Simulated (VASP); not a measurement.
# Si, self-consistent run: which settings are enough?

Si, P3m1 (no. 156), 4 atoms in the cell. R2SCAN; PAW potentials Si (PBE set). VASP 6.6.1. The cell is changed on purpose: last atom moved by 0.08 Å along z, cell strained by +1.5% along z.

Wanted: energy within 2 meV/atom; forces within 0.01 eV/Å.

What the run is for: forces; Accuracy asked: standard.

POSCAR:
```
Si
1.0
    3.8313174605      0.0000000000      0.0000000000
   -1.9156587303      3.3180182508      0.0000000000
    0.0000000000      0.0000000000      6.4276113302
Si
4
Direct
    0.6666666700      0.3333333300      0.9369905000
    0.3333333300      0.6666666700      0.4369905000
    0.6666666700      0.3333333300      0.5630095000
    0.3333333300      0.6666666700      0.0756425000
```

The series start from Plane-wave cutoff (eV): 320; k-point mesh: 7 × 7 × 4; Precision mode (PREC): Accurate; Electronic threshold (eV): 1e-6; Bands in all (NBANDS): 20; Aspherical gradient terms in the spheres (LASPH): yes; Electronic algorithm: ALGO=Normal; Placing of the Fermi level (EFERMI): EFERMI=MIDGAP; Delay and inner steps: defaults. Each series keeps the choices made before it, and each single choice may use up half of a tolerance.

## Plane-wave cutoff (eV)

| Plane-wave cutoff (eV) | Energy less reference (meV/atom) | Forces, largest deviation (eV/Å) | SCF iterations | Time (s) |
|---|---|---|---|---|
| 200 | 15.2 | 0.015 | 24 | 54 |
| 240 | 8.0 | 0.003 | 23 | 59 |
| 280 | 3.1 | 0.005 | 19 | 86 |
| 320 | 0.8 | 0.001 | 19 | 94 |
| 370 | -0.3 | 0.001 | 19 | 93 |
| 430 | -0.5 | 0.000 | 18 | 136 |
| 510 | -0.2 | 0.000 | 19 | 138 |
| 640 (reference) | 0.0 | 0.000 | 19 | 208 |

Chosen: 320, the loosest value from which every tighter one stays within half of the tolerance.

## k-point mesh

| k-point mesh | Energy less reference (meV/atom) | Forces, largest deviation (eV/Å) | SCF iterations | Time (s) |
|---|---|---|---|---|
| 2 × 2 × 1 | 581.7 | 0.718 | 20 | 17 |
| 3 × 3 × 2 | 158.2 | 0.126 | 16 | 24 |
| 4 × 4 × 2 | 45.9 | 0.075 | 19 | 33 |
| 4 × 4 × 3 | 52.7 | 0.050 | 18 | 35 |
| 5 × 5 × 3 | 19.4 | 0.025 | 19 | 44 |
| 7 × 7 × 4 | 2.3 | 0.005 | 19 | 94 |
| 8 × 8 × 5 | 1.1 | 0.002 | 19 | 123 |
| 10 × 10 × 6 | 0.2 | 0.000 | 19 | 215 |
| 13 × 13 × 7 (reference) | 0.0 | 0.000 | 19 | 370 |

Chosen: 10 × 10 × 6.

## Precision mode (PREC)

| Precision mode (PREC) | Energy less reference (meV/atom) | Forces, largest deviation (eV/Å) | SCF iterations | Time (s) |
|---|---|---|---|---|
| SingleN | -4.2 | 0.198 | 19 | 102 |
| Normal | -0.2 | 0.006 | 19 | 103 |
| Single | 0.6 | 0.052 | 19 | 208 |
| Accurate (reference) | 0.0 | 0.000 | 19 | 215 |

Chosen: Accurate; the one before it in the list is off by more than half of the tolerance.

## Electronic threshold (eV)

| Electronic threshold (eV) | Energy less reference (meV/atom) | Forces, largest deviation (eV/Å) | SCF iterations | Time (s) |
|---|---|---|---|---|
| 0.001 | 0.0 | 0.001 | 13 | 149 |
| 0.0001 | 0.0 | 0.000 | 16 | 183 |
| 1e-5 | 0.0 | 0.000 | 18 | 203 |
| 1e-6 | 0.0 | 0.000 | 19 | 215 |
| 1e-7 (reference) | 0.0 | 0.000 | 20 | 227 |

Chosen: 0.001.

## Bands in all (NBANDS)

| Bands in all (NBANDS) | Energy less reference (meV/atom) | Forces, largest deviation (eV/Å) | SCF iterations | Time (s) |
|---|---|---|---|---|
| 9 | -0.3 | 0.002 | 12 | 66 |
| 10 | -0.3 | 0.002 | 12 | 73 |
| 12 | -0.3 | 0.002 | 12 | 85 |
| 14 | -0.3 | 0.002 | 12 | 100 |
| 20 | -0.4 | 0.001 | 13 | 149 |
| 32 (reference) | 0.0 | 0.000 | 12 | 218 |

Chosen: 9.

## Aspherical gradient terms in the spheres (LASPH)

| Aspherical gradient terms in the spheres (LASPH) | Energy less reference (meV/atom) | Forces, largest deviation (eV/Å) | SCF iterations | Time (s) |
|---|---|---|---|---|
| yes | 0.0 | 0.000 | 12 | 66 |
| no | 0.0 | 0.000 | 12 | 62 |

Chosen: yes; no other choice that stays within half of the tolerance saves 30 % of the time.

## Electronic algorithm

| Electronic algorithm | Energy less reference (meV/atom) | Forces, largest deviation (eV/Å) | SCF iterations | Time (s) |
|---|---|---|---|---|
| ALGO=Normal | 0.0 | 0.000 | 12 | 66 |
| ALGO=Fast | 0.1 | 0.004 | 14 | 99 |
| ALGO=VeryFast | 12.0 | 0.076 | 19 | 127 |
| ALGO=All ISEARCH=1 | 0.0 | 0.014 | 10 | 65 |
| ALGO=All ISEARCH=0 | 0.0 | 0.014 | 10 | 65 |
| ALGO=Damped TIME=0.4 | 0.1 | 0.004 | 18 | 97 |
| ALGO=Damped TIME=0.1 | 0.3 | 0.005 | 28 | 141 |
| ALGO=Old Fast | 0.0 | 0.003 | 14 | 92 |

Chosen: ALGO=Normal.

## Placing of the Fermi level (EFERMI)

| Placing of the Fermi level (EFERMI) | Energy less reference (meV/atom) | Forces, largest deviation (eV/Å) | SCF iterations | Time (s) |
|---|---|---|---|---|
| EFERMI=MIDGAP | 0.0 | 0.000 | 12 | 66 |
| EFERMI=LEGACY | 0.0 | 0.000 | 12 | 65 |

Chosen: EFERMI=MIDGAP.

## Delay and inner steps

| Delay and inner steps | Energy less reference (meV/atom) | Forces, largest deviation (eV/Å) | SCF iterations | Time (s) |
|---|---|---|---|---|
| defaults | 0.0 | 0.000 | 12 | 66 |
| NELMDL=-2 | 0.0 | 0.003 | 9 | 54 |
| NELMDL=-8 | 0.0 | 0.000 | 15 | 74 |
| NELMDL=-12 | 0.0 | 0.000 | 19 | 86 |
| NRMM=2 | 0.0 | 0.000 | 12 | 63 |
| NRMM=6 | 0.0 | 0.000 | 12 | 68 |
| WEIMIN=0.001 | 0.0 | 0.000 | 12 | 67 |

Chosen: NELMDL=-2; it saves 12.0 s of 66, so defaults would do nearly as well.

## All choices together

| Input | Energy less reference (meV/atom) | Forces, largest deviation (eV/Å) | Time (s) |
|---|---|---|---|
| the program's defaults (naive) | 53.0 | 0.067 | 3.9 |
| chosen settings | 0.9 | 0.001 | 54 |
| reference settings throughout | 0.0 | 0.000 | 1580 |

The tolerance is met.

## The input

INCAR:
```
SYSTEM = Si
METAGGA = R2SCAN ; ISMEAR = 0
SIGMA = 0.03 ; LWAVE = .False.
LCHARG = .False. ; ISIF = 2
PREC = Accurate ; LASPH = .True.
LREAL = .False. ; ALGO = Normal
EDIFF = 0.001 ; NELM = 120
GGA_COMPAT = .False. ; ENCUT = 320
EFERMI = MIDGAP ; LMIXTAU = .True.
NBANDS = 9 ; NELMDL = -2
```

KPOINTS:
```
Automatic mesh
0
Gamma
  10 10 6
  0 0 0
```

Commands:
```
cat potpaw_PBE.64/Si/POTCAR > POTCAR
mpirun -np 1 vasp_std > vasp.out
```

The chosen input took VASP 6.6.1 54 s on 1 core (AMD EPYC 7R13 (Zen 3)), a shared host.

## An input that fails: one k point for a small cell

It runs to its end, but against the unchanged starting input it is off by 4985.1 meV/atom in the energy, 0.649 eV/Å in the forces.

k mesh: 7 × 7 × 4 becomes 1 × 1 × 1.

Changes against the starting input:
```
- NELM = 120
+ NELM = 82
```
